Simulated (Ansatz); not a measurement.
Moving the functional in Tl

It takes space group P6_3/mmc (No. 194, hexagonal). The conventional cell has a = 3.509 Å, b = 3.509 Å, c = 11.266 Å, α = 90.00°, β = 90.00°, γ = 120.00°. Tl (site symmetry -6m2) has 12 Tl at 3.47 to 3.51 Å as nearest neighbours. Tl (site symmetry -3m) has 12 Tl at 3.47 to 3.51 Å as nearest neighbours.

Kept alike: task band structure; k mesh 9 × 9 × 3; occupations fermi-dirac, width 0.05 eV; no spin polarisation. Program: Ansatz, all-electron LAPW, scalar-relativistic. The mesh is that of the run's cell of 4 atoms. No spin-orbit coupling.

| functional | pressure (GPa) |
| --- | --- |
| LDA | -3.33 |
| PBE | 1.18 |
| PBEsol | -1.72 |

Pressure is positive in compression. For a metal such a mesh leaves the last digits unconverged.

Task: What does the functional change here?

Result: The pressure runs from -3.33 (LDA) to 1.18 GPa (PBE). From PBE: LDA -4.51; PBEsol -2.90. A positive pressure means that the functional's own cell is larger than the one given, a negative one that it is smaller.
